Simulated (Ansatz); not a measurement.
The system is CoO.

```xyz
4
Lattice="3.1976 0.0000 0.0000 -1.5988 2.7692 0.0000 0.0000 0.0000 5.2287" Properties=species:S:1:pos:R:3 pbc="T T T"
Co    0.0000    1.8462    2.6319
Co    0.0000    0.0000    0.0182
O     0.0000    1.8462    4.5571
O     0.0000    0.0000    1.9430
```

Measurements of this composition are mostly on another form, of space group No. 225.

Program: Ansatz 0.2.0. Alike in all runs: task single point; level PBEsol; potentials or basis Ansatz PAW; spin collinear, ferromagnetic start; cell as given; k mesh 8 × 8 × 5; cutoff (eV) 420; smearing fermi-dirac 0.05 eV.

**Question.** Order these runs on this cell by their pressure, lowest first.
A. fixed moment (μB) 5.0
B. fixed moment (μB) 4.0
C. fixed moment (μB) 8.0
D. fixed moment (μB) 3.0
E. fixed moment (μB) 6.0

**Answer.** D (-18.5 GPa), B (-15.3 GPa), A (-11.2 GPa), E (-6.3 GPa), C (6.5 GPa).

Caveats: the total moment is fixed, so each spin has its own Fermi level; the PAW data sets come from PBE, with cores solved anew for the run's functional, which leaves a small shift of forces and pressure; the thresholds are loose for stress.
